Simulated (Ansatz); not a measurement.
# NaF (Villiaumite) in Ansatz: convergence with ecutfock ratio

Input of the first run (ecutfock ratio 1); the others differ in this setting and in those tied to it:

input.yaml

```yaml
crystal:
  lattice:
    - [0.0, 2.32, 2.32]
    - [2.32, 0.0, 2.32]
    - [2.32, 2.32, 0.0]
  atoms:
    - { symbol: Na, position: [0.0, 0.0, 0.0] }
    - { symbol: F, position: [0.5, 0.5, 0.5] }
hamiltonian:
  xc: pbe0
  pseudopotentials: { kind: paw }
kpoints:
  mp_grid: { grid: [5, 5, 5] }
scf:
  occupations: { method: methfessel_paxton, width: 0.05 }
  exx: { ecutfock_ratio: 1 }
output:
  forces: true
  stress: true
  eigenvalues: true
```

Potentials or basis: Ansatz PAW.

Command:

```console
$ ansatz run input.yaml --threads 2 --pin off --max-ram 5632MiB --backend cpu --events-out ev --progress --plain --runs-dir out
```

Hardware: 2 threads of Arm Neoverse V1, with other jobs on the host.

```tsv
ecutfock ratio	energy less the tightest run, at zero smearing (meV/atom)	SCF cycles	CPU time (s)	peak memory (GiB)
1	74.99	12	6.8	0.41
2	0.98	12	7.5	0.46
3	0.01	12	8.8	0.5
4	0.00	12	8.4	0.5
```

Against the tightest run, the energy stays within 1 meV/atom from 2 on. The tightest run that finished is the yardstick and may itself not be fully converged.

Caveat, for the tightest run too: the k mesh is coarse (spacing up to 0.47 Å⁻¹), so the values aren't converged, least of all with exact exchange; odd divisions of the mesh miss points on the zone boundary, where band edges often lie, so the gap on the mesh can be too wide.
